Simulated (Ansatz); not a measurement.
# Re: pressure against volume

Re, P6_3/mmc, a = 2.750 Å, c = 4.443 Å. Ansatz: PBEsol, PAW, 420 eV, Γ-centred 18×18×10 mesh on 2 atoms, Gaussian smearing 0.10 eV; no spin polarisation. Shape and atoms are relaxed at each volume; pressure is positive in compression.

| V (Å³/atom) | P (GPa) |
| --- | --- |
| 12.807 | ? |
| 13.244 | 45.26 |
| 13.681 | 27.69 |
| 14.117 | 12.73 |
| 14.554 | 0.00 |
| 14.990 | -10.83 |
| 15.427 | -20.04 |
| 16.009 | -30.16 |

Problem. Take V0 = 14.554 Å³/atom, fit the third-order Birch–Murnaghan form to the other rows, and predict the missing pressure.

Solution. With the Eulerian strain f = ½[(V0/V)^(2/3) − 1] and y = P/[3f(1 + 2f)^(5/2)], the form is the line y = B0 + 1.5 B0 (B0′ − 4) f. Rows (f, y): 0.03245, 397.3; 0.02105, 395.5; 0.01027, 392.7; -0.00974, 389.3; -0.01905, 386.4; -0.03077, 383.0. Means f = 0.0007017, y = 390.70; Σ(Δf)² = 0.003003, ΣΔfΔy = 0.6682; the slope is their ratio. y = 390.5 + 222.5 f GPa, so B0 = 390.5 GPa and B0′ = 4 + 2 × (222.5)/(3 × 390.5) = 4.38. At V = 12.807, f = 0.04449, y = 400.40 and P = 66.13 GPa. The run gave 65.96 GPa, so the fit is 0.17 GPa too high, a small miss on the scale of the series.

Spin–orbit coupling is left out, which can shift energies with elements as heavy as these.